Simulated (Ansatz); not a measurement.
**Al2Cu in Ansatz: convergence with xc grid**

Crystal: Al2Cu.

```
Cu Al
1.0
    -2.03034    2.03034    2.85109
     2.03034   -2.03034    2.85109
     2.03034    2.03034   -2.85109
Cu Al
1 2
Direct
  0.50419 0.49473 0.00226
  0.24558 0.74512 0.50113
  0.74798 0.24973 0.50093
```

The cell comes from a database or a generator and needn't be the stable form of this composition.

The cell isn't the ideal one: atoms moved at random, drawn with an rms of 0.05 Å.

* Program: Ansatz 0.2.0
* Task: convergence study
* Functional: LDA
* Potentials or basis: Ansatz PAW
* Cutoff: 420 eV (not typed: the program's choice for these potentials)
* k mesh: 6 × 6 × 7
* Occupations: fermi-dirac, width 0.1 eV
* Spin: no spin polarisation

These are the settings of the first run; the series varies xc grid, with any setting tied to it.

Hardware: 2 threads of Arm Neoverse V2, on a shared host.

| xc grid | energy less the tightest run, at zero smearing (meV/atom) | SCF cycles | CPU time (s) | peak memory (GiB) |
| --- | --- | --- | --- | --- |
| 1 | 0.00 | 7 | 7.9 | 0.38 |
| 2 | 0.00 | 7 | 8 | 0.38 |
| 3 | 0.00 | 7 | 8.2 | 0.39 |
| 4 | 0.00 | 7 | 8.2 | 0.41 |
| 5 | 0.00 | 7 | 8.6 | 0.44 |

Against the tightest run, the energy stays within 1 meV/atom from 1 on. The tightest run that finished is the yardstick and may itself not be fully converged.
